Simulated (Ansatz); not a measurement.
## SnTe: from a first guess to the relaxed zincblende type

First guess:

```
CELL_PARAMETERS angstrom
0.00000 3.21951 3.21951
3.21951 0.00000 3.21951
3.21951 3.21951 0.00000
ATOMIC_POSITIONS crystal
Sn 0.00000 0.00000 0.00000
Te 0.25000 0.25000 0.25000
```

Theory: DFT, PBE, PAW with Ansatz's default frozen-core files, scalar-relativistic in Ansatz 0.2.0.

Cell and atoms relax within the symmetry of the start on a 9×9×9 k mesh with 0.05 eV Fermi–Dirac smearing.

The start is built from a prototype, known or not as a phase of this compound; the cutoff is 420 eV.

No spin–orbit coupling, which matters for the heavy atoms here.

**Question.** What is the pressure of the first guess?

**Answer.** 15.43 GPa.

**Question.** What does it relax to?

**Answer.** a = 7.213 Å, b = 7.213 Å, c = 7.213 Å, α = 90.00°, β = 90.00°, γ = 90.00° (conventional cell), 46.92 Å³ per atom:
```xyz
2
Lattice="0.0000 3.6067 3.6067 3.6067 0.0000 3.6067 3.6067 3.6067 0.0000" Properties=species:S:1:pos:R:3 pbc="T T T"
Sn    0.0000    0.0000    0.0000
Te    1.8034    1.8034    1.8034
```

**Question.** How much energy does the relaxation release?

**Answer.** 498 meV/atom.
